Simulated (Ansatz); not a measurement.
# BN: eigenvalues along the path

```xyz
2
Lattice="0.0000 1.8075 1.8075 1.8075 0.0000 1.8075 1.8075 1.8075 0.0000" Properties=species:S:1:pos:R:3 pbc="T T T"
B     0.0000    0.0000    0.0000
N     2.7113    2.7113    2.7113
```

Atoms are numbered in the order listed.

The cell is COD entry 9008834, as deposited and not checked against the literature; nothing was relaxed.

Method: DFT, LDA, all-electron LAPW, scalar-relativistic in Ansatz 0.2.0.

The runs use a Γ-centred 13×13×13 k mesh, Fermi–Dirac smearing of 0.03 eV, basis error target 1 meV/atom, no spin polarisation.

Path points, in fractions of the reciprocal vectors: Γ (0.000, 0.000, 0.000), X (-0.500, -0.500, 0.000), U (-0.375, -0.375, 0.250), K (-0.375, 0.000, 0.375), L (0.000, 0.000, 0.500), W (-0.500, -0.250, 0.250). Levels in eV from the valence-band top; bands 3 to 8, counted from the lowest band of the run. The gap is 4.35 eV, indirect from Γ to X (-0.5, -0.5, 0).

```
# k(1/Å) point b3 b4 b5 b6 b7 b8
0.000 Γ -20.07 0.00 0.00 0.00 8.69 8.69
0.348 - -19.75 -0.81 -0.77 -0.77 8.24 9.72
0.695 - -18.79 -2.74 -2.28 -2.28 7.29 11.97
1.043 - -17.29 -5.15 -3.68 -3.68 6.04 10.71
1.390 - -15.49 -7.58 -4.60 -4.60 4.84 9.52
1.738 X -14.42 -8.88 -4.92 -4.92 4.35 9.15
1.861 - -14.40 -8.85 -5.12 -4.89 4.54 9.30
1.984 - -14.36 -8.75 -5.65 -4.79 5.01 9.75
2.107 - -14.31 -8.58 -6.36 -4.62 5.61 10.51
2.230 - -14.28 -8.34 -7.10 -4.38 6.22 11.56
2.353 U -14.32 -8.07 -7.73 -4.09 6.80 12.77
2.565 - -14.37 -8.30 -7.37 -4.31 7.61 13.31
2.778 - -14.42 -8.51 -6.70 -4.94 9.00 12.45
2.991 - -14.42 -8.51 -6.70 -4.94 9.00 12.45
3.204 - -14.37 -8.30 -7.37 -4.31 7.61 13.31
3.417 K -14.32 -8.07 -7.73 -4.09 6.80 12.77
3.786 - -15.21 -8.37 -6.73 -2.96 8.48 13.43
4.154 - -17.00 -6.90 -4.95 -1.69 10.10 11.40
4.523 - -18.64 -4.35 -2.86 -0.67 9.90 10.14
4.892 - -19.71 -1.53 -0.89 -0.14 8.99 9.04
5.260 Γ -20.07 0.00 0.00 0.00 8.69 8.69
5.562 - -19.83 -1.26 -0.26 -0.26 8.99 9.07
5.863 - -19.11 -3.96 -0.83 -0.83 9.42 9.87
6.164 - -17.97 -6.92 -1.41 -1.41 9.82 10.43
6.465 - -16.60 -9.48 -1.81 -1.81 10.11 10.58
6.766 L -15.79 -10.71 -1.95 -1.95 10.21 10.57
7.012 - -15.67 -10.55 -2.57 -2.20 10.18 10.48
7.257 - -15.32 -10.07 -4.01 -2.94 9.62 10.85
7.503 - -14.82 -9.29 -5.58 -4.08 9.35 11.45
7.749 - -14.31 -8.26 -6.79 -5.44 9.38 12.35
7.995 W -14.08 -7.50 -7.02 -6.56 9.44 13.23
8.169 - -14.12 -7.86 -6.61 -6.43 8.63 12.90
8.342 - -14.21 -8.29 -6.05 -6.01 7.14 11.45
8.516 - -14.31 -8.61 -5.55 -5.46 5.74 10.24
8.690 - -14.39 -8.81 -5.11 -5.07 4.73 9.44
8.864 X -14.42 -8.88 -4.92 -4.92 4.35 9.15
```
